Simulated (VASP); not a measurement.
# SnS2 (Berndtite-2T) (P-3m1) in VASP: further runs

Aim: see how the results for SnS2 (Berndtite-2T) move with the level of theory and the settings. Levels: optB86b-vdW, r2SCAN. Tasks: relaxation of cell and atoms.

All numbers are computed with VASP 6.6.1; they aren't measurements. Logs are shortened: lines on timing, memory, paths and dates and some standing lists are left out, and cuts for length are marked.

**1. The crystal as given**

It takes space group P-3m1 (No. 164, trigonal). Conventional cell: a = 3.639 Å, b = 3.639 Å, c = 5.868 Å, α = 90.00°, β = 90.00°, γ = 120.00°. Sn (site symmetry -3m) is surrounded by 6 S at 2.56 Å. S (site symmetry 3m) has 3 Sn at 2.56 Å as nearest neighbours.

**2. Relaxation of cell and atoms, optB86b-vdW**

File INCAR:

```
PREC = Accurate
ENCUT = 600
EDIFF = 1E-6
ISMEAR = 0
SIGMA = 0.03
LREAL = F
LASPH = T
NELM = 80
ALGO = Normal
ISIF = 3
LWAVE = F
LCHARG = F
GGA = MK
LUSE_VDW = T
AGGAC = 0.0
PARAM1 = 0.1234
PARAM2 = 1.0
IBRION = 2
NSW = 90
EDIFFG = -0.01
```

File KPOINTS:

```
regular mesh
0
Gamma
  9 9 5
```

File POSCAR:

```
SnS2
1.0
    3.6390000000      0.0000000000      0.0000000000
   -1.8195000000      3.1514664444      0.0000000000
    0.0000000000      0.0000000000      5.8680000000
Sn S
1 2
Direct
    0.0000000000      0.0000000000      0.0000000000
    0.3333333333      0.6666666667      0.2500000000
    0.6666666667      0.3333333333      0.7500000000
```

Potentials or basis: VASP PAW PBE potentials, release 64 (Sn_d, S).

Run with:

```bash
cat potpaw_PBE.64/Sn_d/POTCAR potpaw_PBE.64/S/POTCAR > POTCAR
mpirun -np 1 vasp_std > vasp.out
```

OUTCAR:

```text
PREC = Accurate
   ENCUT = 600
   EDIFF = 1E-6
   ISMEAR = 0
   LREAL = F
   LASPH = T
   NELM = 80
   ISIF = 3
   GGA = MK
   IBRION = 2
   NSW = 90
   EDIFFG = -0.01

 ion  position               nearest neighbor table
   1  0.000  0.000  0.000-   2 2.56   3 2.56   3 2.56   2 2.56   3 2.56   2 2.56
   2  0.333  0.667  0.250-   1 2.56   1 2.56   1 2.56
   3  0.667  0.333  0.750-   1 2.56   1 2.56   1 2.56

  LATTYP: Found a hexagonal cell.
 ALAT       =     3.6390000000
 C/A-ratio  =     1.6125309151

  Lattice vectors:

 A1 = (   3.6390000000,   0.0000000000,   0.0000000000)
 A2 = (  -1.8195000000,   3.1514664444,   0.0000000000)
 A3 = (   0.0000000000,   0.0000000000,   5.8680000000)

Analysis of symmetry for initial positions (statically):
=====================================================================
 Subroutine PRICEL returns:
 Original cell was already a primitive cell.

 Routine SETGRP: Setting up the symmetry group for a
 hexagonal supercell.

 Subroutine GETGRP returns: Found 12 space group operations
 (whereof 12 operations were pure point group operations)
 out of a pool of 24 trial point group operations.

The static configuration has the point symmetry D_3d.

Analysis of symmetry for dynamics (positions and initial velocities):
=====================================================================
 Subroutine PRICEL returns:
 Original cell was already a primitive cell.

 Routine SETGRP: Setting up the symmetry group for a
 hexagonal supercell.

 Subroutine GETGRP returns: Found 12 space group operations
 (whereof 12 operations were pure point group operations)
 out of a pool of 24 trial point group operations.

The dynamic configuration has the point symmetry D_3d.

 Subroutine INISYM returns: Found 12 space group operations
 (whereof 12 operations are pure point group operations),
 and found     1 'primitive' translations

----------------------------------------------------------------------------------------

                                     Primitive cell

  volume of cell :      67.2953

  direct lattice vectors                    reciprocal lattice vectors
     3.639000000  0.000000000  0.000000000     0.274800769  0.158656298  0.000000000
    -1.819500000  3.151466444  0.000000000     0.000000000  0.317312596  0.000000000
     0.000000000  0.000000000  5.868000000     0.000000000  0.000000000  0.170415815

  length of vectors
     3.639000000  3.639000000  5.868000000     0.317312596  0.317312596  0.170415815

  position of ions in fractional coordinates (direct lattice)
     0.000000000  0.000000000  0.000000000
     0.333333333  0.666666667  0.250000000
     0.666666667  0.333333333  0.750000000

  ion indices of the primitive-cell ions
   primitive index   ion index
                 1           1
                 2           2
                 3           3

----------------------------------------------------------------------------------------

 KPOINTS: regular mesh

Automatic generation of k-mesh.
 Grid dimensions read from file:
 generate k-points for:    9    9    5

 Generating k-lattice:

  Cartesian coordinates                     Fractional coordinates (reciprocal lattice)
     0.030533419  0.017628478  0.000000000     0.111111111  0.000000000  0.000000000
     0.000000000  0.035256955  0.000000000     0.000000000  0.111111111  0.000000000
     0.000000000  0.000000000  0.034083163     0.000000000  0.000000000  0.200000000

  Length of vectors
     0.035256955  0.035256955  0.034083163

  Shift w.r.t. Gamma in fractional coordinates (k-lattice)
     0.000000000  0.000000000  0.000000000

 Subroutine IBZKPT returns following result:
 ===========================================

 Found     50 irreducible k-points:

 Following reciprocal coordinates:
            Coordinates               Weight
  0.000000  0.000000  0.000000      1.000000
  0.111111  0.000000  0.000000      6.000000
  0.222222  0.000000  0.000000      6.000000
  0.333333  0.000000  0.000000      6.000000
  0.444444  0.000000  0.000000      6.000000
  0.111111  0.111111  0.000000      6.000000
[... 16 lines left out ...]
  0.222222  0.111111  0.200000     12.000000
 -0.111111  0.333333  0.200000     12.000000
 [... further k-points ...]
   k-points           NKPTS =     50   k-points in BZ     NKDIM =     50   number of bands    NBANDS=     17
   number of dos      NEDOS =    301   number of ions     NIONS =      3
   total plane-waves  NPLWV =  43200
   dimension x,y,z NGX =    30 NGY =   30 NGZ =   48
   dimension x,y,z NGXF=    60 NGYF=   60 NGZF=   96
   ions per type =               1   2
   NGX,Y,Z   is equivalent  to a cutoff of  13.71, 13.71, 13.60 a.u.
   NGXF,Y,Z  is equivalent  to a cutoff of  27.41, 27.41, 27.20 a.u.
 SYSTEM =  unknown system
   PREC   = accura    normal or accurate (medium, high low for compatibility)
   ISTART =      0    job   : 0-new  1-cont  2-samecut
   ICHARG =      2    charge: 1-file 2-atom 10-const
   ISPIN  =      1    spin polarized calculation?
   LNONCOLLINEAR =      F non collinear calculations
   LSORBIT =      F    spin-orbit coupling
   LASPH  =      T    aspherical Exc in radial PAW
   ENCUT  =  600.0 eV  44.10 Ry    6.64 a.u.   7.27  7.27 11.72*2*pi/ulx,y,z
   NELM   =     80;   NELMIN=  2; NELMDL= -5     # of ELM steps
   EDIFF  = 0.1E-05   stopping-criterion for ELM
   LREAL  =      F    real-space projection
   EDIFFG = -.1E-01   stopping-criterion for IOM
   NSW    =     90    number of steps for IOM
   IBRION =      2    ionic relax: 0-MD 1-quasi-New 2-CG
   NFREE  =      1    steps in history (QN), initial steepest desc. (CG)
   ISIF   =      3    stress and relaxation
   ISYM   =      2    0-nonsym 1-usesym 2-fastsym
   POTIM  = 0.5000    time-step for ionic-motion
   TEBEG  =    0.0;   TEEND  =   0.0 temperature during run
   PSTRESS=    0.0 pullay stress
   NELECT =      26.0000    total number of electrons
   NUPDOWN=      -1.0000    fix difference up-down
   EMIN   =  10.00;   EMAX   =-10.00  energy-range for DOS
   EFERMI =   0.00;   METHOD = LEGACY
   ISMEAR =     0;   SIGMA  =   0.03  broadening in eV -4-tet -1-fermi 0-gaus
   EFERMI_NEDOS =   21; number of points for ismear=-14 and -15
   IALGO  =     38    algorithm
   IMIX   =      4    mixing-type and parameters
     AMIX     =   0.40;   BMIX     =  1.00
     AMIX_MAG =   1.60;   BMIX_MAG =  1.00
  volume/ion in A,a.u.               =      22.43       151.38
  Fermi-wavevector in a.u.,A,eV,Ry     =   1.192352  2.253218 19.343434  1.421702
  Thomas-Fermi vector in A             =   2.328392
   LORBIT       =      0    0 simple, 1 ext, 2 COOP (PROOUT), +10 PAW based schemes
   GGA     = MK    functional components
   LHFCALC =     F    Hartree Fock is set to
   AEXX    =    0.0000 exact exchange contribution
   IVDW_NL    =     1    kernel type
   BPARAM     = 6.3000
   IVDW    =     0    specifies the selected vdW correction
   LEPSILON=     F    determine dielectric tensor
   LRPA    =     F    only Hartree local field effects (RPA)
 conjugate gradient relaxation of ions
 non-spin polarized calculation
 Gauss-broadening in eV      SIGMA  =   0.03
  energy-cutoff  :      600.00
  volume of cell :       67.30
 maximum number of plane-waves:      2297
 NGX is ok and might be reduce to    30
   NGX = 15   NGY = 15   NGZ = 23

--------------------------------------- Ionic step        1  -------------------------------------------

 number of electron      25.9999995 magnetization

 Free energy of the ion-electron system (eV)
  ---------------------------------------------------
  ext. energy  EPLUGINS =         0.00000000
  ---------------------------------------------------
  free energy    TOTEN  =        -7.23670847 eV

  energy without entropy =       -7.23670847  energy(sigma->0) =       -7.23670847

------------------------ aborting loop because EDIFF is reached ----------------------------------------

  FORCE on cell =-STRESS in cart. coord.  units (eV):
  Direction    XX          YY          ZZ          XY          YZ          ZX
  --------------------------------------------------------------------------------------
  -------------------------------------------------------------------------------------
  Total        1.2143421      1.2143421      1.0555986     -0.0000000      0.0000000      0.0000000
  in kB       28.9112435     28.9112435     25.1318537     -0.0000000      0.0000000      0.0000000
  external PRESSURE =      27.6514469 kB  Pullay stress =       0.0000000 kB

 VOLUME and BASIS-vectors are now :
 -----------------------------------------------------------------------------
  energy-cutoff  :      600.00
  volume of cell :       67.30
      direct lattice vectors                 reciprocal lattice vectors
     3.639000000  0.000000000  0.000000000     0.274800769  0.158656298  0.000000000
    -1.819500000  3.151466444  0.000000000     0.000000000  0.317312596  0.000000000
     0.000000000  0.000000000  5.868000000     0.000000000  0.000000000  0.170415815
[... 243 lines left out ...]
  FREE ENERGIE OF THE ION-ELECTRON SYSTEM (eV)
  ---------------------------------------------------
  free  energy   TOTEN  =        -7.2561469356 eV

  energy  without entropy=       -7.2561469356  energy(sigma->0) =       -7.25614694

Total vdW correction in eV:      4.1495366

--------------------------------------- Ionic step        8  -------------------------------------------

 number of electron      25.9999996 magnetization

 Free energy of the ion-electron system (eV)
  ---------------------------------------------------
  ext. energy  EPLUGINS =         0.00000000
  ---------------------------------------------------
  free energy    TOTEN  =        -7.25616120 eV

  energy without entropy =       -7.25616120  energy(sigma->0) =       -7.25616120

 E-fermi :   4.5909     XC(G=0):  -9.6252

 val. band max:        4.4214957498   @ k =   0.1111   0.0000   0.0000
 cond. band min:       5.7062306648   @ k =   0.0000   0.4444   0.4000
 fundamental gap:      1.2847349150
 Fermi energy:         4.5909106892

 k-point     1 :       0.0000    0.0000    0.0000
  band No.  band energies     occupation
      1     -16.5149      2.00000
      2     -16.5149      2.00000
      3     -16.4745      2.00000
      4     -16.4508      2.00000
      5     -16.4508      2.00000
      6      -9.2083      2.00000
[... 9 lines left out ...]
     16       9.7316      0.00000
     17       9.7316      0.00000
[... 441 lines left out ...]
 k-point    24 :      -0.1111    0.3333    0.2000
  band No.  band energies     occupation
      1     -16.5509      2.00000
      2     -16.4940      2.00000
      3     -16.4707      2.00000
      4     -16.4512      2.00000
      5     -16.4335      2.00000
      6      -8.2712      2.00000
[... 9 lines left out ...]
     16      10.1997      0.00000
     17      11.2921      0.00000

 [... further k-points ...]

------------------------ aborting loop because EDIFF is reached ----------------------------------------

  FORCE on cell =-STRESS in cart. coord.  units (eV):
  Direction    XX          YY          ZZ          XY          YZ          ZX
  --------------------------------------------------------------------------------------
  -------------------------------------------------------------------------------------
  Total       -0.0142348     -0.0142348     -0.0285102      0.0000000      0.0000000     -0.0000000
  in kB       -0.3290422     -0.3290422     -0.6590236      0.0000000      0.0000000     -0.0000000
  external PRESSURE =      -0.4390360 kB  Pullay stress =       0.0000000 kB

 VOLUME and BASIS-vectors are now :
 -----------------------------------------------------------------------------
  energy-cutoff  :      600.00
  volume of cell :       69.31
      direct lattice vectors                 reciprocal lattice vectors
     3.681909861  0.000000000  0.000000000     0.271598175  0.156807280  0.000000000
    -1.840954931  3.188627474 -0.000000000    -0.000000000  0.313614559  0.000000000
     0.000000000 -0.000000000  5.903821823    -0.000000000  0.000000000  0.169381806

 POSITION                                       TOTAL-FORCE (eV/Angst)
 -----------------------------------------------------------------------------------
      0.00000     -0.00000      0.00000        -0.000000     -0.000000      0.000000
     -0.00000      2.12575      1.48351         0.000000     -0.000000      0.005113
      1.84095      1.06288      4.42031        -0.000000      0.000000     -0.005113
 -----------------------------------------------------------------------------------
    total drift:                               -0.000000      0.000000     -0.000000

  FREE ENERGIE OF THE ION-ELECTRON SYSTEM (eV)
  ---------------------------------------------------
  free  energy   TOTEN  =        -7.2561611964 eV

  energy  without entropy=       -7.2561611964  energy(sigma->0) =       -7.25616120

Total vdW correction in eV:      4.1503360

 reached required accuracy - stopping structural energy minimisation
```

Run time: 7.3 min. Hardware: 1 thread of Intel Xeon Platinum 8488C (Sapphire Rapids), shared host; peak memory 0.48 GiB.

What came out:

* Free energy: -7.2562 eV
* Relaxed volume: 23.10 Å³/atom
* Relaxed cell: a = 3.682 Å, b = 3.682 Å, c = 5.904 Å, α = 90.00°, β = 90.00°, γ = 120.00°
* Space group after relaxing (to 0.05 Å): P-3m1 (No. 164)
* Energy gained by relaxing: 6.5 meV/atom
* Ionic steps: 8
* Pressure after relaxing: 0.0 GPa
* Largest force after relaxing: 0.005 eV/Å
* Band gap on the k mesh: 1.28 eV, indirect (least direct gap 1.67 eV)

Forces in eV/Å, atoms in the order of the input:
```
Sn   0.000  0.000  0.000
S    0.000  0.000  0.005
S    0.000  0.000 -0.005
```

The path:
```csv
step,energy change (eV),largest force (eV/Å),pressure (GPa),volume (Å³)
1,0.0000,0.3340,2.77,67.30
2,-0.0033,0.3181,-2.21,71.14
3,-0.0192,0.0221,-0.04,69.26
4,-0.0192,0.0157,0.07,69.22
5,-0.0194,0.0023,0.02,69.26
6,-0.0194,0.0128,0.02,69.28
7,-0.0194,0.0145,0.02,69.28
8,-0.0195,0.0051,-0.04,69.31
```

Final structure:
```yaml
crystal:
  lattice:
    - [3.68191, 0.00000, 0.00000]
    - [-1.84095, 3.18863, 0.00000]
    - [0.00000, 0.00000, 5.90382]
  atoms:
    - { symbol: Sn, position: [0.00000, 0.00000, 0.00000] }
    - { symbol: S, position: [0.33333, 0.66667, 0.25128] }
    - { symbol: S, position: [0.66667, 0.33333, 0.74872] }
```

Levels at points of the mesh, in eV from the valence-band top:
```tsv
k point	band 9	band 10	band 11	band 12	band 13	band 14	band 15	band 16	band 17
(0.00, 0.00, 0.00)	-0.65	-0.65	-0.39	-0.39	0.00	1.67	3.58	5.31	5.31
```

Caveat: the PAW data sets were made with another functional, which shifts forces and pressure a little; spin-orbit coupling is left out, which moves the levels of the heavy elements; an odd mesh through Γ misses points on the zone boundary, where band edges often lie.

[end of part 1 of 2]
